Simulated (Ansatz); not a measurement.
Crystal: PbO2.

```xyz
6
Lattice="4.9950 0.0000 0.0000 0.0000 4.9950 0.0000 0.0000 0.0000 3.4090" Properties=species:S:1:pos:R:3 pbc="T T T"
Pb    2.4975    2.4975    1.7045
Pb    0.0000    0.0000    0.0000
O     3.4594    3.4594    0.0000
O     4.0331    0.9619    1.7045
O     0.9619    4.0331    1.7045
O     1.5356    1.5356    0.0000
```

The cell is a database's computed one.

Base run:

- Program: Ansatz 0.2.0
- Functional: PBE
- Potentials or basis: SPMS NC
- Cutoff: 1034 eV (not typed: the program's choice for these potentials)
- k mesh: 6 × 6 × 8
- Occupations: fermi-dirac, width 0.05 eV
- Spin: no spin polarisation

Its results: pressure 4.5 GPa; largest force 0.022 eV/Å.

Problem. The run is repeated on the same cell with these changes: potentials or basis from SPMS NC to Ansatz NC; cutoff from 1034 eV (not typed: the program's choice for these potentials) to 1240 eV (not typed: the program's choice for these potentials). What comes out?

Solution. Pressure 5.8 GPa; largest force 0.042 eV/Å.
